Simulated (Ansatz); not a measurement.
Crystal: Y.

```
Y
1.0
     0.00000    2.55199    2.55199
     2.55199    0.00000    2.55199
     2.55199    2.55199    0.00000
Y
1
Direct
  0.00000 0.00000 0.00000
```

This isn't the form of Y at room conditions, which is hcp.

Base run:

```yaml
Program: Ansatz 0.2.0
Functional: LDA
Potentials_or_basis: all-electron LAPW, scalar-relativistic
Cutoff: 129 eV
Density_cutoff: 518 eV
Basis_error_allowed: 0.001 eV/atom
k_mesh: 9 × 9 × 9
Occupations: fermi-dirac, width 0.05 eV
Spin: no spin polarisation
Hubbard_terms: Y d U = 6 eV
```

Its results: band gap on the k mesh none (metal or under the smearing width); pressure 6.6 GPa.

Task: After a change of settings the same cell gave: band gap on the k mesh none (metal or under the smearing width); pressure 4.4 GPa. Which change was it?
A. hubbard terms from Y d U = 6 eV to Y d U = 8 eV
B. hubbard terms from Y d U = 6 eV to Y d U = 5 eV
C. hubbard terms from Y d U = 6 eV to none
D. occupations from fermi-dirac, width 0.05 eV to gaussian, width 0.1 eV; hubbard terms from Y d U = 6 eV to none

Result: B.

Caveats: U is the effective U less J, on atomic orbitals that reach past the spheres; U without spin polarisation on a metal has little footing; the U is typed as a test and isn't derived for this compound.

Not every run made on this cell is shown here.
